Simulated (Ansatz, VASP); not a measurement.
## RbBr: VASP beside Ansatz

```
Rb Br
1.0
    -0.03018    3.86950    3.86950
     3.86950   -0.03018    3.86950
     3.83931    3.83931    0.00000
Rb Br
1 1
Direct
  0.99825 0.99825 0.00175
  0.25175 0.25175 0.24825
```

Change from the starting cell: shear_xy strain -1.6%.

Alike in both runs: task single point; functional PBE; k mesh 6 × 6 × 6; occupations fermi-dirac, width 0.02 eV; no spin polarisation.

|  | VASP | Ansatz |
| --- | --- | --- |
| version | VASP 6.6.1 | Ansatz 0.2.0 |
| potentials or method | VASP PAW PBE potentials, release 64 (Rb_sv, Br) | plane waves, PAW |
| plane-wave cutoff (eV) | 520 | 420 |
| valence electrons in the cell | 16 | 16 |

|  | VASP | Ansatz | Ansatz less VASP |
| --- | --- | --- | --- |
| gap on the k mesh at the Fermi level (eV) | 4.07 | 4.07 | 0.000 |
| pressure (GPa) | 0.2 | 0.2 | -0.02 |

Ansatz warned: «xc_potential_rough_in_thin_density».

A k mesh can miss the band edges.
